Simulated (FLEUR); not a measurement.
Runs of FLEUR MaX-R8.1 (later development tree) on Ni. The structure is hexagonal, space group P6_3/mmc (No. 194). Conventional cell: a = 2.407 Å, b = 2.407 Å, c = 4.004 Å, α = 90.00°, β = 90.00°, γ = 120.00°. Ni (site symmetry -6m2) has 12 Ni at 2.41 to 2.44 Å as nearest neighbours. This isn't the form of Ni at room conditions, which is fcc.

```csv
level,cell,gmax,muffin-tin radii,lmax,lnonsphr,kmax,gap on the mesh (eV),moment (μB)
PBEsol,"P6_3/mmc, 10.04 Å³/atom",15.4 1/bohr,Ni 1.97 bohr,Ni 8,Ni 8,4.97 1/bohr,none,1.25
PBEsol,"P6_3/mmc, 11.63 Å³/atom",15.4 1/bohr,Ni 1.97 bohr,Ni 9,Ni 9,4.97 1/bohr,none,(a)
PBEsol,"P6_3/mmc, 9.51 Å³/atom",15.4 1/bohr,Ni 1.97 bohr,Ni 8,Ni 8,4.97 1/bohr,none,1.18
PBEsol,"P6_3/mmc, 10.57 Å³/atom",15.4 1/bohr,Ni 1.97 bohr,Ni 9,Ni 9,4.97 1/bohr,none,(c)
PBEsol,"P6_3/mmc, 8.46 Å³/atom",15.4 1/bohr,Ni 1.97 bohr,Ni 8,Ni 8,4.97 1/bohr,none,1.03
PBEsol,"P6_3/mmc, 11.1 Å³/atom",15.4 1/bohr,Ni 1.97 bohr,Ni 9,Ni 9,4.97 1/bohr,none,(b)
PBEsol,"P6_3/mmc, 8.98 Å³/atom",15.4 1/bohr,Ni 1.97 bohr,Ni 8,Ni 8,4.97 1/bohr,none,1.10
PBE,"P6_3/mmc, 10.57 Å³/atom",14.6 1/bohr,Ni 2.08 bohr,Ni 9,Ni 9,4.71 1/bohr,none,1.30
```

Alike in all rows: task single point; potentials or basis all-electron, FLAPW; spin collinear, ferromagnetic start; k mesh 12 × 12 × 7; smearing fermi-dirac 0.05 eV.

Problem. Fill in the values left out.

Solution. (a) 1.37; (b) 1.35; (c) 1.31.

A gap of «none» marks a metal or a gap under the smearing width.
